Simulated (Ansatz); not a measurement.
## From a trial cell to the properties of LiCl

**What was measured.** A printed reference work, data compilation reports, for a bulk crystal of LiCl at 298.15 K: lattice constant a 5.13988 Å.

The results are compared with them further down.

Method: PBEsol, scalar-relativistic; no spin polarisation; PAW, 420 eV, Γ-centred 10×10×10 mesh, 0.05 eV Gaussian smearing; code Ansatz. The datasets are Ansatz's generated set soft_2.

The chain of runs began from a cell as deposited in COD, expanded in volume. Of that entry: the entry's cell lengths or inner coordinates differ somewhat from later room-temperature determinations.

Starting cell:

```
Li Cl
1.0
     0.00000    2.57328    2.57328
     2.57328    0.00000    2.57328
     2.57328    2.57328    0.00000
Li Cl
1 1
Direct
  0.00000 0.00000 0.00000
  0.50000 0.50000 0.50000
```

The first steps of the search for zero pressure:

| run | level | k-mesh | kind | V (Å³/atom) | P (GPa) | gap on the mesh (eV) |
| --- | --- | --- | --- | --- | --- | --- |
| 1 | PBEsol | 10×10×10 | fixed cell | 17.04 | -1.5 | 6.07 |
| 2 | PBEsol | 10×10×10 | fixed cell | 16.87 | -1.2 | 6.13 |

At which volume does PBEsol reach zero pressure?

16.24 Å³/atom, about 4.7 % under the start.

The steps that followed:

| run | level | k-mesh | kind | V (Å³/atom) | P (GPa) | E − E(final) (meV/atom) | gap on the mesh (eV) |
| --- | --- | --- | --- | --- | --- | --- | --- |
| 3 | PBEsol | 10×10×10 | fixed cell | 16.24 | 0.0 | 0.0 | 6.35 |

The cell is relaxed to zero pressure at this level.

The final structure (symmetry read at 0.01 Å). The structure is cubic, space group Fm-3m (No. 225). The conventional cell has a = 5.064 Å, b = 5.064 Å, c = 5.064 Å, α = 90.00°, β = 90.00°, γ = 90.00°. Around Li (site symmetry m-3m) lie 6 Cl at 2.53 Å. Cl (site symmetry m-3m) has 6 Li at 2.53 Å as nearest neighbours. (Neighbours are counted to 15 % beyond the shortest distance.)

```
atom  site  symmetry       x       y       z
  Li    4a      m-3m  0.0000  0.0000  0.0000
  Cl    4b      m-3m  0.5000  0.0000  0.0000
```

At the final geometry the gap, band path included, is 6.35 eV. The equation of state gives B0 = 35 GPa and B0′ = 4.3. The elastic tensor is positive definite (smallest eigenvalue 25 GPa). Against the elements' standard states, run alike and uncorrected, the formation energy is -1.89 eV/atom. 

**What lies behind the numbers.**

Formal charges Li⁺, Cl⁻ balance and leave closed shells on every ion, so a band insulator is expected, and the gap is 6.35 eV.

Shannon's ionic radii give a check on the bond lengths: Li⁺ with 6 neighbours 0.76 Å + Cl⁻ 1.81 Å = 2.57 Å against a computed mean of 2.53 Å. Sums and bonds agree within 3 %, so ion sizes set the bond lengths.

**Against experiment.** A measured lattice constant a of LiCl is 5.13988 Å (298.15 K; a printed reference work, data compilation); the calculated 5.064 Å misses it by -1.5 %. The calculation is for a static lattice, without zero-point motion or thermal expansion.

Semilocal functionals underestimate band gaps, commonly by a third or more.
